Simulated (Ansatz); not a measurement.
Two Ansatz runs on Rb

Structure: COD 9012874, as refined from experiment and not relaxed. The listed cell was then made from it by scaling, straining or moving an atom.

First run: DFT, PBE, PAW with Ansatz's default frozen-core files, scalar-relativistic (Ansatz 0.2.0).

Command: `ansatz run input.yaml --threads 1 --pin off --max-ram 2048MiB --backend cpu --events-out ev --progress --plain --runs-dir out` The run took about 1.9 s on 1 thread of a shared machine.

```yaml
crystal:
  lattice:
    - [-2.8337839851, 2.8337839851, 2.8337839851]
    - [2.8337839851, -2.8337839851, 2.8337839851]
    - [2.8337839851, 2.8337839851, -2.8337839851]
  atoms:
    - { symbol: Rb, position: [0.0, 0.0, 0.0] }
kpoints:
  mp_grid: { grid: [8, 8, 8] }
scf:
  occupations: { method: fermi_dirac, width: 0.05 }
hamiltonian:
  xc: pbe
  pseudopotentials: { kind: paw }
output:
  forces: true
  stress: true
  eigenvalues: true
  efg: { contact_densities: true }
  write_density: true
  write_potential: true
  elf: true
  volumetric_format: npy
```

Result: converged; pressure 0.01 GPa; 6 SCF iterations.

A second run of a changed input logged this at its end:

```
Error: inconsistent input (hamiltonian.hubbard.sites[].l, hamiltonian.hubbard.sites[].shell): the file of Rb doesn't list 4f, and it can't be added: PBE doesn't bind the shell 4f of the free atom, whose level lies at +0.84 eV. Type an atom or ion with it (hamiltonian.pseudopotentials.projection_atoms), take another file or name another shell
```

What was wrong with the input?

A U on a shell that isn't there, by this change (others could give a like log):
```diff
@@ -10,7 +10,9 @@
 scf:
   occupations: { method: fermi_dirac, width: 0.05 }
+  max_iter: 75
 hamiltonian:
   xc: pbe
   pseudopotentials: { kind: paw }
+  hubbard: { sites: [{ species: Rb, l: f, u_eff: 4.0 }] }
 output:
   forces: true
@@ -18,7 +20,3 @@
   eigenvalues: true
   efg: { contact_densities: true }
-  write_density: true
-  write_potential: true
-  elf: true
-  volumetric_format: npy
```
